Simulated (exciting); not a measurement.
# TaN (Fm-3m) in exciting: single point with PBE

Aim: the single point of TaN with PBE.

All numbers are computed with exciting (release sodium); they aren't measurements. Logs are shortened: lines on timing, memory, paths and dates and some standing lists are left out, and cuts for length are marked.

## Step 1: The structure

Symmetry: Fm-3m, No. 225, cubic system. The conventional cell has a = 4.423 Å, b = 4.423 Å, c = 4.423 Å, α = 90.00°, β = 90.00°, γ = 90.00°. Ta (site symmetry m-3m) is surrounded by 6 N at 2.21 Å. N (site symmetry m-3m) is surrounded by 6 Ta at 2.21 Å.

The cell comes from a database or a generator and needn't be the stable form of this composition.

## Step 2: Single point, PBE

input.xml reads:

```xml
<input>
  <title>TaN</title>
  <structure speciespath="./" tshift="false">
    <crystal scale="1">
      <basevect>0.000000000000 4.178794843086 4.178794843086</basevect>
      <basevect>4.178794843086 0.000000000000 4.178794843086</basevect>
      <basevect>4.178794843086 4.178794843086 0.000000000000</basevect>
    </crystal>
    <species speciesfile="Ta.xml" rmt="2.3">
      <atom coord="0.500000000000 0.500000000000 0.500000000000"/>
    </species>
    <species speciesfile="N.xml" rmt="1.45">
      <atom coord="0.000000000000 0.000000000000 0.000000000000"/>
    </species>
  </structure>
  <groundstate do="fromscratch" ngridk="10 10 10" rgkmax="7.5" gmaxvr="14" lmaxapw="10" lmaxmat="10" lmaxvr="8" xctype="GGA_PBE" stype="Gaussian" swidth="0.00040424" nempty="14" ValenceRelativity="iora*" epsengy="1e-05" epspot="1e-05" maxscl="60" tforce="true" outputlevel="low"/>
</input>
```

Potentials or basis: all-electron LAPW+lo, shipped species files, valence relativity iora*.

Launch:

```
$ OMP_NUM_THREADS=1 exciting_smp
```

INFO.OUT:

```text
================================================================================
EXCITING SODIUM started
[... 10 lines left out ...]

 Lattice vectors (cartesian) :
      0.0000000000      4.1787948431      4.1787948431
      4.1787948431      0.0000000000      4.1787948431
      4.1787948431      4.1787948431      0.0000000000

 Reciprocal lattice vectors (cartesian) :
     -0.7517939434      0.7517939434      0.7517939434
      0.7517939434     -0.7517939434      0.7517939434
      0.7517939434      0.7517939434     -0.7517939434

 Unit cell volume                           :     145.9429585208
 Brillouin zone volume                      :       1.6996381049

 Species :    1 (Ta)
     parameters loaded from                 :    Ta.xml
     name                                   :    tantalum

     atomic positions (lattice) :
       1 :   0.50000000  0.50000000  0.50000000

 Species :    2 (N)
     parameters loaded from                 :    N.xml
     name                                   :    nitrogen

     atomic positions (lattice) :
       1 :   0.00000000  0.00000000  0.00000000

 Total number of atoms per unit cell        :       2

 Spin treatment                             :    spin-unpolarised

 Number of Bravais lattice symmetries       :      48
 Number of crystal symmetries               :      48

 k-point grid                               :      10   10   10
 Total number of k-points                   :      47
 k-point set is reduced with crystal symmetries

 R^MT_min * |G+k|_max (rgkmax)              :       7.50000000

 G-vector grid sizes                        :      27    27    27
 Total number of G-vectors                  :    6735

 Total nuclear charge                       :     -80.00000000
 Total electronic charge                    :      80.00000000

 Number of empty states                     :      14
 Total number of valence states             :      31

 Exchange-correlation type                  :      20
     Perdew-Burke-Ernzerhof, Phys. Rev. Lett. 77, 3865 (1996)
     Generalised gradient approximation (GGA)

 Smearing scheme                            :    Gaussian
 Smearing width                             :       0.00040424

++++++++++++++++++++++++++++++++++++++++++++++++++++++++++++++++++++++++++++++++
+ Ending initialization                                                        +
++++++++++++++++++++++++++++++++++++++++++++++++++++++++++++++++++++++++++++++++

********************************************************************************
* Groundstate module started                                                   *
********************************************************************************
 Output level for this task is set to low

++++++++++++++++++++++++++++++++++++++++++++++++++++++++++++++++++++++++++++++++
[... 5 lines left out ...]
+ SCF iteration number :    1                                                  +
++++++++++++++++++++++++++++++++++++++++++++++++++++++++++++++++++++++++++++++++
 Total energy                               :    -15663.22371833
 _______________________________________________________________
 Fermi energy                               :         0.59489460
 DOS at Fermi energy (states/Ha/cell)       :        26.47259143
 Electron charge: Core leakage              :         0.00001663

++++++++++++++++++++++++++++++++++++++++++++++++++++++++++++++++++++++++++++++++
+ SCF iteration number :    2                                                  +
++++++++++++++++++++++++++++++++++++++++++++++++++++++++++++++++++++++++++++++++
 Total energy                               :    -15680.84395394
 _______________________________________________________________
 Fermi energy                               :         0.59809499
 DOS at Fermi energy (states/Ha/cell)       :       115.27190983
 Electron charge: Core leakage              :         0.00001651

 RMS change in effective potential (target) :   2.99884      ( 0.100000E-04)
 Absolute change in total energy   (target) :   17.6202      ( 0.100000E-04)
 Charge distance                   (target) :  0.137258E-01  ( 0.100000E-04)
 Abs. change in max-nonIBS-force   (target) :   0.00000      ( 0.500000E-04)

++++++++++++++++++++++++++++++++++++++++++++++++++++++++++++++++++++++++++++++++
+ SCF iteration number :    3                                                  +
++++++++++++++++++++++++++++++++++++++++++++++++++++++++++++++++++++++++++++++++
 Total energy                               :    -15682.56539162
 _______________________________________________________________
 Fermi energy                               :         0.60282043
 DOS at Fermi energy (states/Ha/cell)       :       116.99163116
 Electron charge: Core leakage              :         0.00001650

 RMS change in effective potential (target) :   1.79490      ( 0.100000E-04)
 Absolute change in total energy   (target) :   1.72144      ( 0.100000E-04)
 Charge distance                   (target) :  0.318980E-02  ( 0.100000E-04)
 Abs. change in max-nonIBS-force   (target) :   0.00000      ( 0.500000E-04)

++++++++++++++++++++++++++++++++++++++++++++++++++++++++++++++++++++++++++++++++
+ SCF iteration number :    4                                                  +
++++++++++++++++++++++++++++++++++++++++++++++++++++++++++++++++++++++++++++++++
 Total energy                               :    -15674.66438630
 _______________________________________________________________
 Fermi energy                               :         0.61422781
 DOS at Fermi energy (states/Ha/cell)       :       115.27017879
 Electron charge: Core leakage              :         0.00001628
[... 183 lines left out ...]
 RMS change in effective potential (target) :  0.134249E-05  ( 0.100000E-04)
 Absolute change in total energy   (target) :  0.136146E-04  ( 0.100000E-04)
 Charge distance                   (target) :  0.637587E-07  ( 0.100000E-04)
 Abs. change in max-nonIBS-force   (target) :   0.00000      ( 0.500000E-04)

++++++++++++++++++++++++++++++++++++++++++++++++++++++++++++++++++++++++++++++++
+ SCF iteration number :   18                                                  +
++++++++++++++++++++++++++++++++++++++++++++++++++++++++++++++++++++++++++++++++
 Total energy                               :    -15680.94064913
 _______________________________________________________________
 Fermi energy                               :         0.61658073
 DOS at Fermi energy (states/Ha/cell)       :       117.65054172
 Electron charge: Core leakage              :         0.00001641

 RMS change in effective potential (target) :  0.893809E-07  ( 0.100000E-04)
 Absolute change in total energy   (target) :  0.295954E-05  ( 0.100000E-04)
 Charge distance                   (target) :  0.147861E-07  ( 0.100000E-04)
 Abs. change in max-nonIBS-force   (target) :   0.00000      ( 0.500000E-04)

++++++++++++++++++++++++++++++++++++++++++++++++++++++++++++++++++++++++++++++++
+ SCF iteration number :   19                                                  +
++++++++++++++++++++++++++++++++++++++++++++++++++++++++++++++++++++++++++++++++
 Total energy                               :    -15680.94064525
 _______________________________________________________________
 Fermi energy                               :         0.61658073
 DOS at Fermi energy (states/Ha/cell)       :       117.64808142
 Electron charge: Core leakage              :         0.00001641

 RMS change in effective potential (target) :  0.330867E-07  ( 0.100000E-04)
 Absolute change in total energy   (target) :  0.387297E-05  ( 0.100000E-04)
 Charge distance                   (target) :  0.116171E-07  ( 0.100000E-04)
 Abs. change in max-nonIBS-force   (target) :   0.00000      ( 0.500000E-04)

++++++++++++++++++++++++++++++++++++++++++++++++++++++++++++++++++++++++++++++++
| Convergency criteria checked for the last 2 iterations                       +
| Convergence targets achieved. Performing final SCF iteration                 +
++++++++++++++++++++++++++++++++++++++++++++++++++++++++++++++++++++++++++++++++
 Total energy                               :    -15680.94064339
 _______________________________________________________________
 Fermi energy                               :         0.61658072
 DOS at Fermi energy (states/Ha/cell)       :       117.64761046
 Electron charge: Core leakage              :         0.00001641

++++++++++++++++++++++++++++++++++++++++++++++++++++++++++++++++++++++++++++++++
+ Self-consistent loop stopped                                                 +
++++++++++++++++++++++++++++++++++++++++++++++++++++++++++++++++++++++++++++++++
 STATE.OUT is written

--------------------------------------------------------------------------------
- Writing atomic positions and forces                                          -
--------------------------------------------------------------------------------

 Atomic positions (lattice) :
 atom     1  Ta  :     0.50000000    0.50000000    0.50000000
 atom     2   N  :     0.00000000    0.00000000    0.00000000

 Total atomic forces including IBS (cartesian) :
 atom     1  Ta  :    -0.00000000   -0.00000000   -0.00000000
 atom     2   N  :     0.00000000    0.00000000    0.00000000

 Atomic force components including IBS (cartesian) :
 atom     1  Ta  :     0.00000000    0.00000000    0.00000000   HF force
                 :    -0.00000000   -0.00000000    0.00000000   core correction
                 :     0.00000000    0.00000000   -0.00000000   IBS correction
 atom     2   N  :    -0.00000000   -0.00000000   -0.00000000   HF force
                 :     0.00000000    0.00000000   -0.00000000   core correction
                 :    -0.00000000   -0.00000000    0.00000000   IBS correction

********************************************************************************
* Groundstate module stopped                                                   *
********************************************************************************

--------------------------------------------------------------------------------
- CAUTION! Warnings have been written in file WARNING.OUT !                    -
--------------------------------------------------------------------------------
================================================================================
| EXCITING SODIUM stopped                                                      =
================================================================================
```

Run time: 3.1 min. Hardware: 1 thread of Arm Neoverse V1, shared host; peak memory 0.12 GiB.

What came out:

```
Free energy            : -426700.1328 eV
Band gap on the k mesh : none (metal or under the smearing width)
```

Levels at points of the mesh, in eV from the Fermi level:
| k point | band 14 | band 15 | band 16 | band 17 | band 18 | band 19 |
| --- | --- | --- | --- | --- | --- | --- |
| (0.00, 0.00, 0.00) | -3.82 | -3.82 | -2.12 | -2.12 | -2.12 | 0.01 |
| (0.50, 0.00, 0.00) | -7.51 | -7.51 | 1.79 | 1.79 | 1.88 | 3.69 |
| (0.50, 0.50, 0.00) | -5.41 | -4.64 | -4.64 | 2.01 | 3.40 | 3.40 |

Spin-orbit coupling is left out, which matters for the levels of Ta.
